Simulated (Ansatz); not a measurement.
Cr (hcp): energy against volume

These are results of DFT, revPBE, plane waves (420 eV) with PAW, scalar-relativistic in Ansatz 0.2.0, not measurements. (PAW data from PBE, frozen cores regenerated.)

The cell is scaled uniformly from the relaxed one, with fractional coordinates and shape fixed. Energies are extrapolated to zero smearing, pressures are those at the given smearing. Magnetic state: non-magnetic.

A Birch-Murnaghan fit gives V₀ = 12.10 Å³/atom, B₀ = 225 GPa, B₀′ = 4.2.

Question: What are the energy above the minimum and the pressure at 10.650 Å³/atom?

Answer: 152.1 meV/atom and 37.59 GPa as computed.

Question: What are the energy above the minimum and the pressure at 11.618 Å³/atom?

Answer: 14.5 meV/atom and 10.08 GPa as computed.

Question: What are the energy above the minimum and the pressure at 13.555 Å³/atom?

Answer: 101.1 meV/atom and -20.10 GPa as computed.
